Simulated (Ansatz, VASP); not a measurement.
This is a calculation of SnTe3 for Ansatz 0.2.0.

File input.yaml:

```yaml
crystal:
  lattice:
    - [0.0, 3.9369484026, 3.9369484026]
    - [3.9369484026, 0.0, 3.9369484026]
    - [3.9369484026, 3.9369484026, 0.0]
  atoms:
    - { symbol: Te, position: [0.5, 0.5, 0.5] }
    - { symbol: Te, position: [0.75, 0.75, 0.75] }
    - { symbol: Te, position: [0.25, 0.25, 0.25] }
    - { symbol: Sn, position: [0.0, 0.0, 0.0] }
hamiltonian:
  xc: pbesol
  pseudopotentials: { kind: paw }
kpoints:
  mp_grid: { grid: [6, 6, 6] }
scf:
  occupations: { method: fermi_dirac, width: 0.05 }
output:
  forces: true
  stress: true
  eigenvalues: true
```

Potentials or basis: Ansatz PAW.

Launch:

```sh
$ ansatz run input.yaml --threads 1 --pin off --max-ram 3584MiB --backend cpu --events-out ev --progress --plain --runs-dir out
```

Q: Translate it to VASP 6.6.1. Potentials there: VASP PAW PBE potentials, release 64 (Te, Sn_d).

A: As run (the cutoff follows the program's own potentials):

INCAR

```
PREC = Accurate
ENCUT = 520
EDIFF = 1E-7
ISMEAR = -1
SIGMA = 0.05
LREAL = F
LASPH = T
NELM = 100
ALGO = Normal
ISIF = 2
LWAVE = F
LCHARG = F
GGA = PS
NBANDS = 24
```

File KPOINTS:

```
Automatic mesh
0
Gamma
  6 6 6
```

The input POSCAR:

```
SnTe3
1.0
    0.0000000000      3.9369484026      3.9369484026
    3.9369484026      0.0000000000      3.9369484026
    3.9369484026      3.9369484026      0.0000000000
Te Sn
3 1
Direct
    0.5000000000      0.5000000000      0.5000000000
    0.7500000000      0.7500000000      0.7500000000
    0.2500000000      0.2500000000      0.2500000000
    0.0000000000      0.0000000000      0.0000000000
```

Potentials or basis: VASP PAW PBE potentials, release 64 (Te, Sn_d).

The run is started by

```sh
$ cat potpaw_PBE.64/Te/POTCAR potpaw_PBE.64/Sn_d/POTCAR > POTCAR
$ mpirun -np 1 vasp_std > vasp.out
```

Both were run:

|  | VASP | Ansatz | Ansatz less VASP |
| --- | --- | --- | --- |
| gap on the k mesh at the Fermi level (eV) | none | none | - |
| pressure (GPa) | -5.1 | -5.1 | +0.02 |

A gap of «none» marks a metal or a gap that the smearing closes. The functional is the same, so the differences come from potentials, cutoffs and numerics. The two sets of potentials don't hold the same shells in valence.

Caveats: the PAW data sets were made with another functional, which shifts forces and pressure a little (VASP); the PAW data sets come from PBE, with cores solved anew for the run's functional, which leaves a small shift of forces and pressure (Ansatz). Spin-orbit coupling is left out, which matters for the levels of Te.
